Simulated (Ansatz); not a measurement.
**SiC (F-43m): the equilibrium volume**

Aim: the volume at which the pressure of SiC (F-43m) vanishes.

Program: Ansatz 0.2.0. Level of theory: DFT PBE, scalar-relativistic, plane waves, PAW. These are calculated values, not measurements.

3 further runs of the same task are left out: 3 set aside as unsound or not needed.

## (1) The starting structure

The structure is cubic, space group F-43m (No. 216). Conventional cell: a = 4.354 Å, b = 4.354 Å, c = 4.354 Å, α = 90.00°, β = 90.00°, γ = 90.00°. Around Si (site symmetry -43m) lie 4 C at 1.89 Å. C (site symmetry -43m) is surrounded by 4 Si at 1.89 Å.

Structure file:

```
CELL_PARAMETERS angstrom
0.00000 2.17700 2.17700
2.17700 0.00000 2.17700
2.17700 2.17700 0.00000
ATOMIC_POSITIONS crystal
Si 0.25000 0.25000 0.25000
C 0.00000 0.00000 0.00000
```

## (2) At the starting volume (PBE, 8×8×8 mesh)

File input.yaml:

```yaml
crystal:
  lattice:
    - [0.0, 2.1769966238, 2.1769966238]
    - [2.1769966238, 0.0, 2.1769966238]
    - [2.1769966238, 2.1769966238, 0.0]
  atoms:
    - { symbol: Si, position: [0.25, 0.25, 0.25] }
    - { symbol: C, position: [0.0, 0.0, 0.0] }
basis:
  ecutwfc: 420
kpoints:
  mp_grid: { grid: [8, 8, 8] }
hamiltonian:
  xc: pbe
scf:
  occupations: { method: gaussian, width: 0.1 }
output:
  forces: true
  stress: true
  eigenvalues: true
```

On the command line:

```
ansatz run input.yaml --threads 8 --pin off --max-ram 16384MiB --backend cpu --events-out ev --progress --plain --runs-dir out
```

Further steps of the session: Full relaxation.

Q: Predict the outcome of this session. Wanted: volume; pressure; conventional cell; gap on the mesh.

The runs gave:

| quantity | value |
| --- | --- |
| volume | 10.501 Å³/atom |
| pressure | 0.00 GPa |
| conventional cell | a = 4.380 Å, b = 4.380 Å, c = 4.380 Å, α = 90.00°, β = 90.00°, γ = 90.00° |
| gap on the mesh | 1.37 eV |

**Reading.** From the first run shown, the volume went from 10.32 to 10.50 Å³/atom (+1.8 %) in 2 runs, where the pressure is zero within 0.01 GPa.

The gaps are Kohn-Sham values of a semilocal functional, not quasiparticle or optical gaps. Such gaps usually fall short of the measured ones.
